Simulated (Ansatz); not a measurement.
Here is an Ansatz 0.2.0 calculation.

The input input.yaml:

```yaml
crystal:
  lattice:
    - [-1.569037, 1.569037, 1.569037]
    - [1.569037, -1.569037, 1.569037]
    - [1.569037, 1.569037, -1.569037]
  atoms:
    - { symbol: Zn, position: [0.0, 0.0, 0.0] }
hamiltonian:
  xc: pbe
  pseudopotentials: { kind: paw }
kpoints:
  mp_grid: { grid: [12, 12, 12] }
scf:
  occupations: { method: gaussian, width: 0.019 }
output:
  forces: true
  stress: true
  eigenvalues: true
```

Potentials or basis: Ansatz PAW.

Command:

```bash
$ ansatz run input.yaml --threads 2 --pin off --max-ram 5632MiB --backend cpu --events-out ev --progress --plain --runs-dir out
```

Q: Estimate the band gap on the k mesh.

A: None (metal or under the smearing width).

Q: Estimate the pressure.

A: -0.2 GPa.
